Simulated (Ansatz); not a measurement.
# WC: the change of pressure and energy less free atoms with volume scale

Results calculated with Ansatz 0.2.0, not measured. Periodic Kohn-Sham DFT of a crystal at fixed atoms, scaled to volume_scale times the given cell; pressure positive in compression, energy less spherical unpolarised free atoms, largest_vzz the field gradient of largest size among the nuclei.

The cell before it is scaled or strained (space group P-6m2, No. 187):
```
CELL_PARAMETERS angstrom
2.90050 0.00000 0.00000
-1.45030 2.51190 0.00000
0.00000 0.00000 2.82900
ATOMIC_POSITIONS crystal
W 0.00000 0.00000 0.00000
C 0.66667 0.33333 0.50000
```

Settings of every row: method all-electron LAPW; functional PBE; relativity scalar; k mesh 14x14x13; filling fermi-dirac; smearing width 0.05 eV; basis error target 0.5 meV/atom; nucleus gaussian.

Atom start moment: 0 on all atoms.

Limits: no spin-orbit coupling on heavy atoms.

| row | volume scale | V (Å³/atom) | pressure (GPa) | energy less free atoms (eV/atom) |
| --- | --- | --- | --- | --- |
| 1 | 0.9405 | 9.693 | 37.801 | -10.3862 |
| 2 | 0.98 | 10.1 | 17.429 | -10.4555 |
| 3 | 1 | 10.306 | 8.576 | -10.4721 |
| 4 | 1.02 | 10.512 | ? | ? |
| 5 | 1.06 | 10.924 | -13.151 | -10.4611 |

Question: what pressure and energy less free atoms should row 4 give?

Worked fit of pressure. Take u = (V_r/V)^(2/3) − 1 with V_r = 10.203 Å³ an atom, which is twice the finite (Eulerian) strain; such expansions in the strain, on which the Birch-Murnaghan equation of state is built, carry the rest volume and the bulk modulus. The shown rows have u = 0.03478, 0.00679, -0.00667, -0.0445. Least squares give pressure = 12.8884 + 658.723 × u + 1653.73 × u² GPa; a straight line predicts inner rows, each left out in turn, worse (root mean square 1.7 against 0.017 GPa). The rows lie off it by 0.002, -0.008, 0.008, -0.001 (root mean square 0.0058 GPa). The pressure vanishes at u = -0.0206, or V = 10.53 Å³ an atom, and there the bulk modulus at fixed shape and fractions is B = −V dP/dV = (2/3)(1 + u) dP/du = 386 GPa. Letting shape and atoms relax would as a rule lower it, by much in layered, chain or molecular crystals. The withheld row has u = -0.01969, so the fit gives 12.8884 + 658.723 × (-0.01969) + 1653.73 × (-0.01969)² = 0.559 GPa.

The calculation gave 0.581 GPa. The fit lies 0.022 GPa (3.8 % of the value, 0.043 % of the column's range) below it; its largest miss of a shown row is 0.008 GPa.

Worked fit of energy less free atoms. Take u = (V_r/V)^(2/3) − 1 with V_r = 10.203 Å³ an atom, which is twice the finite (Eulerian) strain; such expansions in the strain, on which the Birch-Murnaghan equation of state is built, carry the rest volume and the bulk modulus. The shown rows have u = 0.03478, 0.00679, -0.00667, -0.0445. Least squares give energy less free atoms = −10.46522 + 1.2345 × u + 29.827 × u² eV/atom; a straight line predicts inner rows, each left out in turn, worse (root mean square 0.03 against 6.7e-05 eV/atom). All shown rows lie on it to the printed digit. Its lowest point lies at u = -0.0207, or V = 10.53 Å³ an atom, and the curvature there gives the bulk modulus at fixed shape and fractions, B = (4/9)(1 + u)² E″(u)/V = 387 GPa. Letting shape and atoms relax would as a rule lower it, by much in layered, chain or molecular crystals. The withheld row has u = -0.01969, so the fit gives −10.46522 + 1.2345 × (-0.01969) + 29.827 × (-0.01969)² = -10.4780 eV/atom.

The calculation gave -10.4779 eV/atom. The fit lies 0.0001 eV/atom (0.11 % of the column's range) below it, one unit of the last digit.
